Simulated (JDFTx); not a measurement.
Runs of JDFTx 1.7.0 (patched build) on BaF2 (Frankdicksonite). It takes space group Fm-3m (No. 225, cubic). Conventional cell: a = 6.200 Å, b = 6.200 Å, c = 6.200 Å, α = 90.00°, β = 90.00°, γ = 90.00°. Ba (site symmetry m-3m) is surrounded by 8 F at 2.68 Å. F (site symmetry -43m) has 4 Ba at 2.68 Å as nearest neighbours. 

| task | level | potentials or basis | k mesh | cutoff (eV) | smearing | max SCF steps | SCF threshold on the energy | solver of the electrons | further solve for the empty bands | SCF threshold on the residual | mesh quality | gap on the mesh (eV) | pressure (GPa) |
| --- | --- | --- | --- | --- | --- | --- | --- | --- | --- | --- | --- | --- | --- |
| single point | SCAN | SG15-PBE-1.2 | 3 × 3 × 3 | 1088 | fermi-dirac 0.05 eV | 100 | 1e-09 Ha | scf | yes | - | coarse | (c) | (a) |
| single point | BLYP | PseudoDojo-SR-PBE-0.5-standard | 8 × 8 × 8 | 1143 | fermi-dirac 0.05 eV | 100 | 1e-09 Ha | scf | yes | - | not flagged | (b) | 3.2 |
| single point | PBE | PseudoDojo-SR-PBE-0.5-standard | 5 × 5 × 5 | 1143 | fermi-dirac 0.05 eV | 100 | 1e-09 Ha | scf | yes | - | coarse | 6.85 | 1.1 |
| single point | r2SCAN | SG15-PBE-1.2 | 3 × 3 × 3 | 1088 | fermi-dirac 0.05 eV | 100 | 1e-09 Ha | scf | yes | - | coarse | 7.44 | -0.4 |

Alike in all rows: no spin polarisation; cell as given.

**Question.** Estimate the missing entries.

**Answer.** (a) -0.8; (b) 6.89; (c) 7.35.

Caveats: some runs use coarse meshes; the empty levels aren't tightly converged; spin-orbit coupling is left out, which moves the levels of the heavy elements; the potentials were made for another functional, which shifts forces and pressure (some runs); an odd mesh through Γ misses points on the zone boundary, where band edges often lie (some runs).

A k mesh can miss the band edges, and the runs leave out spin-orbit coupling on Ba.
